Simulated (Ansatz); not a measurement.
# GaN: the cost of one run

Computed with Ansatz 0.2.0 (DFT PBE, scalar-relativistic, plane waves, PAW, unless a step's input says otherwise).

The COD entry's cell or inner coordinates are ideal or old and differ from later refinements, so a difference from it is no clean test against experiment.

3 further runs of the same task are left out: 1 that didn't finish, 2 set aside as unsound or not needed.

## (1) The system as given

It takes space group P6_3mc (No. 186, hexagonal). The conventional cell has a = 3.218 Å, b = 3.218 Å, c = 5.243 Å, α = 90.00°, β = 90.00°, γ = 120.00°. Ga (site symmetry 3m) has 4 N at 1.97 to 1.98 Å in its first shell of neighbours. N (site symmetry 3m) has 4 Ga at 1.97 to 1.98 Å in its first shell of neighbours.

Structure file:

```xyz
8
Lattice="-3.2184 0.0000 0.0000 0.0000 0.0000 -5.2430 0.0000 -5.5745 0.0000" Properties=species:S:1:pos:R:3 pbc="T T T"
Ga   -1.6092   -0.9291   -0.0046
Ga    0.0000   -3.7163   -0.0046
Ga    0.0000   -1.8582   -2.6261
Ga   -1.6092   -4.6454   -2.6261
N    -1.6092   -0.9291   -3.2723
N     0.0000   -3.7163   -3.2723
N     0.0000   -1.8582   -0.6508
N    -1.6092   -4.6454   -0.6508
```

It is built from the cell relaxed beforehand with the same method (11.76 Å³/atom).

## (2) The reference: the undisturbed cell on the scan's mesh

input.yaml

```yaml
crystal:
  lattice:
    - [-3.2184289111, 0.0, 0.0]
    - [0.0, 0.0, -5.2430304416]
    - [1.0e-10, -5.5744823946, 0.0]
  atoms:
    - { symbol: Ga, position: [0.5, 0.000868313, 0.1666666667] }
    - { symbol: Ga, position: [0.0, 0.000868313, 0.6666666667] }
    - { symbol: Ga, position: [0.0, 0.500868313, 0.3333333333] }
    - { symbol: Ga, position: [0.5, 0.500868313, 0.8333333333] }
    - { symbol: "N", position: [0.5, 0.624131687, 0.1666666667] }
    - { symbol: "N", position: [0.0, 0.624131687, 0.6666666667] }
    - { symbol: "N", position: [0.0, 0.124131687, 0.3333333333] }
    - { symbol: "N", position: [0.5, 0.124131687, 0.8333333333] }
basis:
  ecutwfc: 420
kpoints:
  mp_grid: { grid: [8, 6, 6] }
hamiltonian:
  xc: pbe
scf:
  occupations: { method: gaussian, width: 0.05 }
output:
  forces: true
  stress: true
  eigenvalues: true
```

Started as:

```
$ ansatz run input.yaml --threads 2 --pin off --max-ram 5120MiB --backend cpu --events-out ev --progress --plain --runs-dir out
```

What time and memory should one allow on 2 threads of Arm Neoverse V1, shared host?

About 14 s, with a peak of 0.48 GiB.
